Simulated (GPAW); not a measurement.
# W (Im-3m) in GPAW: further runs

The runs below take W through band structure, optical spectrum, with PBE, LDA, AM05.

Everything below comes from runs of GPAW 26.7.0. Logs are shortened: lines on timing, memory, paths and dates and some standing lists are left out, and cuts for length are marked. The log counts tension as positive stress, the text compression.

### 1 Starting point

Symmetry: Im-3m, No. 229, cubic system. The conventional cell has a = 3.165 Å, b = 3.165 Å, c = 3.165 Å, α = 90.00°, β = 90.00°, γ = 90.00°. W (site symmetry m-3m) is surrounded by 8 W at 2.74 Å.

### 2 Band structure, PBE

Input file run.py:

```python
from ase.dft.bandgap import bandgap
from ase.io import read, write
from ase.units import Bohr, GPa
from gpaw import GPAW, PW
from gpaw.elf import elf_from_dft_calculation

atoms = read('POSCAR')

calc = GPAW(mode=PW(600),
            xc='PBE',
            kpts={'size': (12, 12, 12), 'gamma': True},
            occupations={'name': 'fermi-dirac', 'width': 0.05},
            nbands=16,
            convergence={'density': 1e-05, 'energy': 1e-05},
            maxiter=150,
            txt='gpaw.txt')
atoms.calc = calc
energy = atoms.get_potential_energy()
forces = atoms.get_forces()
stress = atoms.get_stress()
calc.write('gs.gpw')
write('result.traj', atoms)
print(f'Energy: {energy:.6f} eV')
print('Forces (eV/A):')
print(forces.round(4))
print('Stress (GPa):', (stress / GPa).round(3))
print('Fermi level:', round(calc.get_fermi_level(), 4), 'eV')
print(f'Gap: {bandgap(calc)[0]:.4f} eV, direct: {bandgap(calc, direct=True)[0]:.4f} eV')

# fields on the real-space grid
write('density.cube', atoms, data=calc.get_pseudo_density() * Bohr**3)
write('potential.cube', atoms, data=calc.get_electrostatic_potential())
write('elf.cube', atoms, data=elf_from_dft_calculation(calc).data)

path = atoms.cell.bandpath('GHNGPH,PN', npoints=100, eps=1e-4)
bs_calc = calc.fixed_density(kpts=path, symmetry='off', nbands=24,
                             convergence={'bands': 'CBM+6.0', 'eigenstates': 1e-6}, txt='bands.txt')
bs = bs_calc.band_structure()
bs.write('bs.json')
print(f'Gap on the path: {bandgap(bs_calc)[0]:.4f} eV')
```

Input file POSCAR:

```
W
1.0
   -1.5823450000      1.5823450000      1.5823450000
    1.5823450000     -1.5823450000      1.5823450000
    1.5823450000      1.5823450000     -1.5823450000
W
1
Direct
    0.0000000000      0.0000000000      0.0000000000
```

Potentials or basis: GPAW PAW data sets (gpaw-data 1.2.1), pw.

The run is started by

```sh
> OMP_NUM_THREADS=1 python run.py
```

gpaw.txt:

```text
__  _  _
 | _ |_)|_||  |
 |__||  | ||/\| - 26.7.0

Input parameters:
  mode=PW(ecut=600.0),
  convergence={'density': 1e-05, 'energy': 1e-05},
  kpts=MonkhorstPack(size=(12, 12, 12), gamma=True),
  maxiter=150,
  nbands=16,
  occupations=Occupations(name='fermi-dirac', width=0.05),
  xc=XC(name='PBE')

Diagonalizing LCAO Hamiltonian
Converting LCAO to pw mode

       W

Atoms  # Å, Bohr magnetons
|   | symbol |        x |        y |        z |    initial magnetic moments |
|---|--------|----------|----------|----------|-----------------------------|
| 0 |      W | 0.000000 | 0.000000 | 0.000000 | ( 0.0000,  0.0000,  0.0000) |

Unit cell  # Å
| periodic |         x |         y |         z |  lengths |     angles |
|----------|-----------|-----------|-----------|----------|------------|
|      yes | -1.582345 |  1.582345 |  1.582345 | 2.740702 | 109.471221 |
|      yes |  1.582345 | -1.582345 |  1.582345 | 2.740702 | 109.471221 |
|      yes |  1.582345 |  1.582345 | -1.582345 | 2.740702 | 109.471221 |

Number of symmetries: 48
Symmetry operations  # r_c * U_cc + t_c -> r_c
|    | kind |            matrix            |
|----|------|------------------------------|
|  0 |  σ   |  1, 1, 1,  0, 0,-1,  0,-1, 0 |
|  1 |  C4  |  1, 1, 1,  0, 0,-1, -1, 0, 0 |
|  2 |  C2  |  1, 1, 1,  0,-1, 0,  0, 0,-1 |
|  3 |  S6  |  1, 1, 1,  0,-1, 0, -1, 0, 0 |
|  4 |  S6  |  1, 1, 1, -1, 0, 0,  0, 0,-1 |
|  5 |  C4  |  1, 1, 1, -1, 0, 0,  0,-1, 0 |
|  6 |  E   |  1, 0, 0,  0, 1, 0,  0, 0, 1 |
|  7 |  σ   |  1, 0, 0,  0, 1, 0, -1,-1,-1 |
|  8 |  σ   |  1, 0, 0,  0, 0, 1,  0, 1, 0 |
|  9 |  C3  |  1, 0, 0,  0, 0, 1, -1,-1,-1 |
| 10 |  C3  |  1, 0, 0, -1,-1,-1,  0, 1, 0 |
| 11 |  σ   |  1, 0, 0, -1,-1,-1,  0, 0, 1 |
| 12 |  σ   |  0, 1, 0,  1, 0, 0,  0, 0, 1 |
| 13 |  C2  |  0, 1, 0,  1, 0, 0, -1,-1,-1 |
| 14 |  C3  |  0, 1, 0,  0, 0, 1,  1, 0, 0 |
| 15 |  S4  |  0, 1, 0,  0, 0, 1, -1,-1,-1 |
| 16 |  S4  |  0, 1, 0, -1,-1,-1,  1, 0, 0 |
| 17 |  C3  |  0, 1, 0, -1,-1,-1,  0, 0, 1 |
| 18 |  C3  |  0, 0, 1,  1, 0, 0,  0, 1, 0 |
| 19 |  S4  |  0, 0, 1,  1, 0, 0, -1,-1,-1 |
| 20 |  σ   |  0, 0, 1,  0, 1, 0,  1, 0, 0 |
| 21 |  C3  |  0, 0, 1,  0, 1, 0, -1,-1,-1 |
| 22 |  C2  |  0, 0, 1, -1,-1,-1,  1, 0, 0 |
| 23 |  S4  |  0, 0, 1, -1,-1,-1,  0, 1, 0 |
| 24 |  C4  |  0, 0,-1,  1, 1, 1,  0,-1, 0 |
| 25 |  σ   |  0, 0,-1,  1, 1, 1, -1, 0, 0 |
| 26 |  S6  |  0, 0,-1,  0,-1, 0,  1, 1, 1 |
| 27 |  C2  |  0, 0,-1,  0,-1, 0, -1, 0, 0 |
| 28 |  C4  |  0, 0,-1, -1, 0, 0,  1, 1, 1 |
| 29 |  S6  |  0, 0,-1, -1, 0, 0,  0,-1, 0 |
| 30 |  S6  |  0,-1, 0,  1, 1, 1,  0, 0,-1 |
| 31 |  C4  |  0,-1, 0,  1, 1, 1, -1, 0, 0 |
| 32 |  C4  |  0,-1, 0,  0, 0,-1,  1, 1, 1 |
| 33 |  S6  |  0,-1, 0,  0, 0,-1, -1, 0, 0 |
| 34 |  σ   |  0,-1, 0, -1, 0, 0,  1, 1, 1 |
| 35 |  C2  |  0,-1, 0, -1, 0, 0,  0, 0,-1 |
| 36 |  C2  | -1, 0, 0,  1, 1, 1,  0, 0,-1 |
| 37 |  S6  | -1, 0, 0,  1, 1, 1,  0,-1, 0 |
| 38 |  S6  | -1, 0, 0,  0, 0,-1,  1, 1, 1 |
| 39 |  C2  | -1, 0, 0,  0, 0,-1,  0,-1, 0 |
| 40 |  C2  | -1, 0, 0,  0,-1, 0,  1, 1, 1 |
| 41 |  i   | -1, 0, 0,  0,-1, 0,  0, 0,-1 |
| 42 |  S4  | -1,-1,-1,  1, 0, 0,  0, 1, 0 |
| 43 |  C3  | -1,-1,-1,  1, 0, 0,  0, 0, 1 |
| 44 |  C3  | -1,-1,-1,  0, 1, 0,  1, 0, 0 |
| 45 |  σ   | -1,-1,-1,  0, 1, 0,  0, 0, 1 |
| 46 |  S4  | -1,-1,-1,  0, 0, 1,  1, 0, 0 |
| 47 |  C2  | -1,-1,-1,  0, 0, 1,  0, 1, 0 |

BZ-sampling:
  Number of BZ points: 1728
  Number of IBZ points: 72

  Monkhorst-Pack size: [12, 12, 12]
  Monkhorst-Pack shift: [0.041666666666666664, 0.041666666666666664, 0.041666666666666664]

K-points  # in reciprocal-cell coordinates
|     |                                coordinates |     weight |
|-----|--------------------------------------------|------------|
|   0 | ( -0.00000000,  -0.00000000,  -0.00000000) | 0.00057870 |
|   1 | (  0.08333333,  -0.00000000,  -0.00000000) | 0.00694444 |
|   2 | (  0.08333333,   0.08333333,  -0.08333333) | 0.00347222 |
|   3 | (  0.16666667,  -0.00000000,  -0.08333333) | 0.01388889 |
|   4 | (  0.16666667,  -0.00000000,  -0.00000000) | 0.00694444 |
|   5 | (  0.16666667,   0.08333333,  -0.08333333) | 0.01388889 |
|   6 | (  0.16666667,   0.16666667,  -0.16666667) | 0.00347222 |
|   7 | (  0.25000000,  -0.08333333,  -0.08333333) | 0.00462963 |
|   8 | (  0.25000000,  -0.00000000,  -0.08333333) | 0.02777778 |
|   9 | (  0.25000000,  -0.00000000,  -0.00000000) | 0.00694444 |
| ... |                                            |            |
|  71 | (  0.50000000,   0.50000000,   0.50000000) | 0.00057870 |

Plane wave coefficients: 543
Cutoff: 600.0 eV

Spin-components: 1 (collinear spins)
Bands:           16
Projectors:      6
Spin-degeneracy: 2
Datatype:        complex128

Parallelization:
  kpt:    1
  domain: 1
  band:   1

Density:
  Valence electrons: 14.0
  Components: 1
  Grid points: [16 16 16]
  Charge: 0.0  # |e|

Potential:
  Grid points: [16 16 16]

species:
  W:
    name:    Tungsten
    Z:       74.0
    valence: 14
    core:    60
    charge:  0.0  # [|e|]
    compensation charges:
      type: gauss
      rc: 0.40  # [Å]
      lmax: 2
    cutoffs:
      filter: 2.36  # [Å]
      core: 3.02  # [Å]
    projectors
    | kind |    occ | energy [eV] | rcut [Å] |
    |------|--------|-------------|----------|
    |   5s |  2.000 |     -78.830 |    1.344 |
    |   6s |  2.000 |      -5.697 |    1.344 |
    |   5p |  6.000 |     -43.233 |    1.355 |
    |   6p |  0.000 |      -1.367 |    1.355 |
    |   5d |  4.000 |      -4.494 |    1.228 |
    |    d |        |      22.717 |    1.228 |

    Using partial waves for W as LCAO basis

Reference energy: -438771.671655  # eV

eigensolver:
  PPCG
  Converge bands: occupied
  niter=2

density mixing:
  MSR1-Mixer
  Pratt-step length: 0.05
  Maximum mixing coefficient: 0.75
  Old densities: 10
  SVD Regularization: 0.005
  Good broyden scale: 1.0
  Trust region scale: 1.0
  Backstep threshold: 4.0
  History deletion threshold: 6.0
  Fourier metric: weight=20.0, sigma=0.015

occupation numbers:
  Fermi-Dirac:
    width: 0.0500  # eV

poisson solver:
  ecut: 4800.0  # eV

xc functional:
  name: PBE with 2 nearest neighbor stencil

convergence criteria:
[... 6 lines left out ...]
|iter     | |      energy | eigst |  dens |
|---------|-|-------------|-------|-------|
|iter:   1| |  -11.804746 | -0.16 |       |
|iter:   2| |  -11.766227 | -3.31 | -1.22 |
|iter:   3| |  -11.573519 | -2.19 | -1.25 |
|iter:   4| |  -11.576362 | -3.73 | -1.94 |
|iter:   5| |  -11.577394 | -4.77 | -2.33 |
|iter:   6| |  -11.577390 | -6.72 | -3.77 |
|iter:   7| |  -11.577391c| -8.22c| -4.23 |
|iter:   8| |  -11.577391c| -8.48c| -5.10c|

Converged in 8 steps
Energy contributions relative to reference atoms: (reference = -438771.671655)

Energy contributions:
  Kinetic:           7.920824
  Coulomb:          -9.503822
  Zero:             -0.005564
  External:          0.000000
  Xc:               -9.986445
  Entropy:          -0.004768
  Spinorbit:         0.000000
  ----------------------------
  Free energy:     -11.579775
  Extrapolated:    -11.577391

dipole moment: (-5.904303, -5.904303, -5.904303)  # |e|*Ang

Fermi level: 14.540
Eigenvalues  # (at kpt = [-0.000, -0.000, -0.000])
| band index |      eig [eV] | occ [0-2] |
|------------|---------------|-----------|
|          0 |       -59.346 |     2.000 |
|          1 |       -23.175 |     2.000 |
|          2 |       -23.175 |     2.000 |
|          3 |       -23.175 |     2.000 |
|          4 |         5.046 |     2.000 |
|          5 |        13.402 |     2.000 |
[... 8 lines left out ...]
|         14 |        41.422 |     0.000 |
|         15 |        44.587 |     0.000 |

No gap
No difference between direct/indirect transitions

Forces  # eV/Ang
|        x |        y |        z |
|----------|----------|----------|
| -0.00000 | -0.00000 | -0.00000 |  # W    0

Stress tensor  # eV/Ang^3
|         x |         y |         z |
|-----------|-----------|-----------|
| -0.034791 | -0.000000 |  0.000000 |
| -0.000000 | -0.034791 |  0.000000 |
|  0.000000 |  0.000000 | -0.034791 |

# Writing to gs.gpw (mode='')
```

It took 14 s on 1 thread of Arm Neoverse V2, shared host; peak memory 0.18 GiB.

Results:

| Item | Value |
| --- | --- |
| Free energy | -11.5798 eV |
| Pressure | 5.6 GPa |
| Band gap along the path | none (metal or under the smearing width) |

Levels at the corners of the path, in eV from the Fermi level:
```
point  band 3  band 4  band 5  band 6  band 7  band 8  band 9  band 10
    Γ  -37.71  -37.71   -9.49   -1.14   -1.14   -1.14    2.33     2.33
    H  -38.61  -38.61   -5.73   -5.73    5.25    5.25    5.25     8.36
    N  -38.13  -37.72   -6.16   -3.47    0.76    2.23    3.21     6.24
    Γ  -37.71  -37.71   -9.49   -1.14   -1.14   -1.14    2.33     2.33
    P  -38.36  -38.36   -2.87   -2.87   -2.87    3.37    3.37     6.79
    H  -38.61  -38.61   -5.73   -5.73    5.25    5.25    5.25     8.36
    P  -38.36  -38.36   -2.87   -2.87   -2.87    3.37    3.37     6.79
    N  -38.13  -37.72   -6.16   -3.47    0.76    2.23    3.21     6.24
```

Caveat: spin-orbit coupling is left out, which moves the levels of the heavy elements.

### 3 Band structure, PBE, spin-orbit coupling, no magnetisation

Changes to run.py since step 2:

```diff
@@ -1,6 +1,7 @@
+import numpy as np
 from ase.dft.bandgap import bandgap
 from ase.io import read, write
-from ase.units import Bohr, GPa
+from ase.units import GPa
 from gpaw import GPAW, PW
-from gpaw.elf import elf_from_dft_calculation
+from gpaw.spinorbit import soc_eigenstates
 
@@ -29,7 +30,2 @@
 
-# fields on the real-space grid
-write('density.cube', atoms, data=calc.get_pseudo_density() * Bohr**3)
-write('potential.cube', atoms, data=calc.get_electrostatic_potential())
-write('elf.cube', atoms, data=elf_from_dft_calculation(calc).data)
-
 path = atoms.cell.bandpath('GHNGPH,PN', npoints=100, eps=1e-4)
@@ -40 +36,7 @@
 print(f'Gap on the path: {bandgap(bs_calc)[0]:.4f} eV')
+
+soc = soc_eigenstates(bs_calc, theta=90, phi=45)
+np.savetxt('soc_bands.dat', soc.eigenvalues(), fmt='%.4f')
+mesh = soc_eigenstates('gs.gpw', theta=90, phi=45)
+np.savetxt('soc_mesh.dat', mesh.eigenvalues(), fmt='%.4f')
+print('Fermi level with spin-orbit coupling:', round(mesh.fermi_level, 4), 'eV')
```

POSCAR is that of step 2.

Potentials or basis: GPAW PAW data sets (gpaw-data 1.2.1), pw.

The run is started by

```sh
> OMP_NUM_THREADS=1 python run.py
```

gpaw.txt:

```text
__  _  _
 | _ |_)|_||  |
 |__||  | ||/\| - 26.7.0

Input parameters:
  mode=PW(ecut=600.0),
  convergence={'density': 1e-05, 'energy': 1e-05},
  kpts=MonkhorstPack(size=(12, 12, 12), gamma=True),
  maxiter=150,
  nbands=16,
  occupations=Occupations(name='fermi-dirac', width=0.05),
  xc=XC(name='PBE')

Diagonalizing LCAO Hamiltonian
Converting LCAO to pw mode

       W

Atoms  # Å, Bohr magnetons
|   | symbol |        x |        y |        z |    initial magnetic moments |
|---|--------|----------|----------|----------|-----------------------------|
| 0 |      W | 0.000000 | 0.000000 | 0.000000 | ( 0.0000,  0.0000,  0.0000) |

Unit cell  # Å
| periodic |         x |         y |         z |  lengths |     angles |
|----------|-----------|-----------|-----------|----------|------------|
|      yes | -1.582345 |  1.582345 |  1.582345 | 2.740702 | 109.471221 |
|      yes |  1.582345 | -1.582345 |  1.582345 | 2.740702 | 109.471221 |
|      yes |  1.582345 |  1.582345 | -1.582345 | 2.740702 | 109.471221 |

Number of symmetries: 48
Symmetry operations  # r_c * U_cc + t_c -> r_c
|    | kind |            matrix            |
|----|------|------------------------------|
|  0 |  σ   |  1, 1, 1,  0, 0,-1,  0,-1, 0 |
|  1 |  C4  |  1, 1, 1,  0, 0,-1, -1, 0, 0 |
|  2 |  C2  |  1, 1, 1,  0,-1, 0,  0, 0,-1 |
|  3 |  S6  |  1, 1, 1,  0,-1, 0, -1, 0, 0 |
|  4 |  S6  |  1, 1, 1, -1, 0, 0,  0, 0,-1 |
|  5 |  C4  |  1, 1, 1, -1, 0, 0,  0,-1, 0 |
|  6 |  E   |  1, 0, 0,  0, 1, 0,  0, 0, 1 |
|  7 |  σ   |  1, 0, 0,  0, 1, 0, -1,-1,-1 |
|  8 |  σ   |  1, 0, 0,  0, 0, 1,  0, 1, 0 |
|  9 |  C3  |  1, 0, 0,  0, 0, 1, -1,-1,-1 |
| 10 |  C3  |  1, 0, 0, -1,-1,-1,  0, 1, 0 |
| 11 |  σ   |  1, 0, 0, -1,-1,-1,  0, 0, 1 |
| 12 |  σ   |  0, 1, 0,  1, 0, 0,  0, 0, 1 |
| 13 |  C2  |  0, 1, 0,  1, 0, 0, -1,-1,-1 |
| 14 |  C3  |  0, 1, 0,  0, 0, 1,  1, 0, 0 |
| 15 |  S4  |  0, 1, 0,  0, 0, 1, -1,-1,-1 |
| 16 |  S4  |  0, 1, 0, -1,-1,-1,  1, 0, 0 |
| 17 |  C3  |  0, 1, 0, -1,-1,-1,  0, 0, 1 |
| 18 |  C3  |  0, 0, 1,  1, 0, 0,  0, 1, 0 |
| 19 |  S4  |  0, 0, 1,  1, 0, 0, -1,-1,-1 |
| 20 |  σ   |  0, 0, 1,  0, 1, 0,  1, 0, 0 |
| 21 |  C3  |  0, 0, 1,  0, 1, 0, -1,-1,-1 |
| 22 |  C2  |  0, 0, 1, -1,-1,-1,  1, 0, 0 |
| 23 |  S4  |  0, 0, 1, -1,-1,-1,  0, 1, 0 |
| 24 |  C4  |  0, 0,-1,  1, 1, 1,  0,-1, 0 |
| 25 |  σ   |  0, 0,-1,  1, 1, 1, -1, 0, 0 |
| 26 |  S6  |  0, 0,-1,  0,-1, 0,  1, 1, 1 |
| 27 |  C2  |  0, 0,-1,  0,-1, 0, -1, 0, 0 |
| 28 |  C4  |  0, 0,-1, -1, 0, 0,  1, 1, 1 |
| 29 |  S6  |  0, 0,-1, -1, 0, 0,  0,-1, 0 |
| 30 |  S6  |  0,-1, 0,  1, 1, 1,  0, 0,-1 |
| 31 |  C4  |  0,-1, 0,  1, 1, 1, -1, 0, 0 |
| 32 |  C4  |  0,-1, 0,  0, 0,-1,  1, 1, 1 |
| 33 |  S6  |  0,-1, 0,  0, 0,-1, -1, 0, 0 |
| 34 |  σ   |  0,-1, 0, -1, 0, 0,  1, 1, 1 |
| 35 |  C2  |  0,-1, 0, -1, 0, 0,  0, 0,-1 |
| 36 |  C2  | -1, 0, 0,  1, 1, 1,  0, 0,-1 |
| 37 |  S6  | -1, 0, 0,  1, 1, 1,  0,-1, 0 |
| 38 |  S6  | -1, 0, 0,  0, 0,-1,  1, 1, 1 |
| 39 |  C2  | -1, 0, 0,  0, 0,-1,  0,-1, 0 |
| 40 |  C2  | -1, 0, 0,  0,-1, 0,  1, 1, 1 |
| 41 |  i   | -1, 0, 0,  0,-1, 0,  0, 0,-1 |
| 42 |  S4  | -1,-1,-1,  1, 0, 0,  0, 1, 0 |
| 43 |  C3  | -1,-1,-1,  1, 0, 0,  0, 0, 1 |
| 44 |  C3  | -1,-1,-1,  0, 1, 0,  1, 0, 0 |
| 45 |  σ   | -1,-1,-1,  0, 1, 0,  0, 0, 1 |
| 46 |  S4  | -1,-1,-1,  0, 0, 1,  1, 0, 0 |
| 47 |  C2  | -1,-1,-1,  0, 0, 1,  0, 1, 0 |

BZ-sampling:
  Number of BZ points: 1728
  Number of IBZ points: 72

  Monkhorst-Pack size: [12, 12, 12]
  Monkhorst-Pack shift: [0.041666666666666664, 0.041666666666666664, 0.041666666666666664]

K-points  # in reciprocal-cell coordinates
|     |                                coordinates |     weight |
|-----|--------------------------------------------|------------|
|   0 | ( -0.00000000,  -0.00000000,  -0.00000000) | 0.00057870 |
|   1 | (  0.08333333,  -0.00000000,  -0.00000000) | 0.00694444 |
|   2 | (  0.08333333,   0.08333333,  -0.08333333) | 0.00347222 |
|   3 | (  0.16666667,  -0.00000000,  -0.08333333) | 0.01388889 |
|   4 | (  0.16666667,  -0.00000000,  -0.00000000) | 0.00694444 |
|   5 | (  0.16666667,   0.08333333,  -0.08333333) | 0.01388889 |
|   6 | (  0.16666667,   0.16666667,  -0.16666667) | 0.00347222 |
|   7 | (  0.25000000,  -0.08333333,  -0.08333333) | 0.00462963 |
|   8 | (  0.25000000,  -0.00000000,  -0.08333333) | 0.02777778 |
|   9 | (  0.25000000,  -0.00000000,  -0.00000000) | 0.00694444 |
| ... |                                            |            |
|  71 | (  0.50000000,   0.50000000,   0.50000000) | 0.00057870 |

Plane wave coefficients: 543
Cutoff: 600.0 eV

Spin-components: 1 (collinear spins)
Bands:           16
Projectors:      6
Spin-degeneracy: 2
Datatype:        complex128

Parallelization:
  kpt:    1
  domain: 1
  band:   1

Density:
  Valence electrons: 14.0
  Components: 1
  Grid points: [16 16 16]
  Charge: 0.0  # |e|

Potential:
  Grid points: [16 16 16]

species:
  W:
    name:    Tungsten
    Z:       74.0
    valence: 14
    core:    60
    charge:  0.0  # [|e|]
    compensation charges:
      type: gauss
      rc: 0.40  # [Å]
      lmax: 2
    cutoffs:
      filter: 2.36  # [Å]
      core: 3.02  # [Å]
    projectors
    | kind |    occ | energy [eV] | rcut [Å] |
    |------|--------|-------------|----------|
    |   5s |  2.000 |     -78.830 |    1.344 |
    |   6s |  2.000 |      -5.697 |    1.344 |
    |   5p |  6.000 |     -43.233 |    1.355 |
    |   6p |  0.000 |      -1.367 |    1.355 |
    |   5d |  4.000 |      -4.494 |    1.228 |
    |    d |        |      22.717 |    1.228 |

    Using partial waves for W as LCAO basis

Reference energy: -438771.671655  # eV

eigensolver:
  PPCG
  Converge bands: occupied
  niter=2

density mixing:
  MSR1-Mixer
  Pratt-step length: 0.05
  Maximum mixing coefficient: 0.75
  Old densities: 10
  SVD Regularization: 0.005
  Good broyden scale: 1.0
  Trust region scale: 1.0
  Backstep threshold: 4.0
  History deletion threshold: 6.0
  Fourier metric: weight=20.0, sigma=0.015

occupation numbers:
  Fermi-Dirac:
    width: 0.0500  # eV

poisson solver:
  ecut: 4800.0  # eV

xc functional:
  name: PBE with 2 nearest neighbor stencil

convergence criteria:
[... 6 lines left out ...]
|iter     | |      energy | eigst |  dens |
|---------|-|-------------|-------|-------|
|iter:   1| |  -11.804746 | -0.16 |       |
|iter:   2| |  -11.766227 | -3.31 | -1.22 |
|iter:   3| |  -11.573519 | -2.19 | -1.25 |
|iter:   4| |  -11.576362 | -3.73 | -1.94 |
|iter:   5| |  -11.577394 | -4.77 | -2.33 |
|iter:   6| |  -11.577390 | -6.72 | -3.77 |
|iter:   7| |  -11.577391c| -8.22c| -4.23 |
|iter:   8| |  -11.577391c| -8.48c| -5.10c|

Converged in 8 steps
Energy contributions relative to reference atoms: (reference = -438771.671655)

Energy contributions:
  Kinetic:           7.920824
  Coulomb:          -9.503822
  Zero:             -0.005564
  External:          0.000000
  Xc:               -9.986445
  Entropy:          -0.004768
  Spinorbit:         0.000000
  ----------------------------
  Free energy:     -11.579775
  Extrapolated:    -11.577391

dipole moment: (-5.904303, -5.904303, -5.904303)  # |e|*Ang

Fermi level: 14.540
Eigenvalues  # (at kpt = [-0.000, -0.000, -0.000])
| band index |      eig [eV] | occ [0-2] |
|------------|---------------|-----------|
|          0 |       -59.346 |     2.000 |
|          1 |       -23.175 |     2.000 |
|          2 |       -23.175 |     2.000 |
|          3 |       -23.175 |     2.000 |
|          4 |         5.046 |     2.000 |
|          5 |        13.402 |     2.000 |
[... 8 lines left out ...]
|         14 |        41.422 |     0.000 |
|         15 |        44.587 |     0.000 |

No gap
No difference between direct/indirect transitions

Forces  # eV/Ang
|        x |        y |        z |
|----------|----------|----------|
| -0.00000 | -0.00000 | -0.00000 |  # W    0

Stress tensor  # eV/Ang^3
|         x |         y |         z |
|-----------|-----------|-----------|
| -0.034791 | -0.000000 |  0.000000 |
| -0.000000 | -0.034791 |  0.000000 |
|  0.000000 |  0.000000 | -0.034791 |

# Writing to gs.gpw (mode='')
```

It took 15 s on 1 thread of Arm Neoverse V2, shared host; peak memory 0.25 GiB.

Results:

| Item | Value |
| --- | --- |
| Free energy | -11.5798 eV |
| Pressure | 5.6 GPa |
| Band gap along the path | none (metal or under the smearing width) |

Levels at the corners of the path, in eV from the Fermi level:
```tsv
point	band 11	band 12	band 13	band 14	band 15	band 16	band 17	band 18
Γ	-1.42	-1.42	-1.42	-1.42	-0.88	-0.88	2.31	2.31
H	-5.81	-5.81	4.92	4.92	4.92	4.92	5.70	5.70
N	-3.56	-3.56	0.78	0.78	2.13	2.13	3.14	3.14
Γ	-1.42	-1.42	-1.42	-1.42	-0.88	-0.88	2.31	2.31
P	-2.66	-2.66	-2.66	-2.66	3.31	3.31	3.31	3.31
H	-5.81	-5.81	4.92	4.92	4.92	4.92	5.70	5.70
P	-2.66	-2.66	-2.66	-2.66	3.31	3.31	3.31	3.31
N	-3.56	-3.56	0.78	0.78	2.13	2.13	3.14	3.14
```

Caveat: spin-orbit coupling was added after a scalar SCF, so levels and gaps hold it while energy, forces, pressure and moments don't; this program's spin-orbit splittings come out too wide for heavy elements.

(Part 1 of 2 ends here.)
